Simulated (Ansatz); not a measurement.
An ideal cubic perovskite cell is held by its symmetry; such compounds can tilt or shift off centre at room temperature.

The decay constant κ of evanescent states in the gap governs leakage through a thin film.

Here is the system:

```xyz
5
Lattice="3.7830 0.0000 0.0000 0.0000 5.3499 0.0000 0.0000 2.6749 2.6749" Properties=species:S:1:pos:R:3 pbc="T T T"
La     1.8915     2.6749     0.0000
Al     0.0000     0.0000     0.0000
O      0.0000     1.3375     1.3375
O      0.0000     4.0124     1.3375
O      1.8915     0.0000     0.0000
```

The cell is taken as given; by r2SCAN it stands under a pressure of 0.7 GPa.

Transport runs along the normal of the first two printed cell vectors, the (110) plane of the conventional cell.

The gap is the functional's own, uncorrected, and κ follows it; spin-orbit coupling is left out. Mid-gap means the computed energy nearest the middle.

Question: Compute, with r2SCAN in Ansatz (an electronic-structure program), the band gap and the smallest decay constant κ at mid-gap.

Answer: Gap 4.02 eV on a 12×12×12 mesh; κ = 0.337 1/Å, at the zone centre.
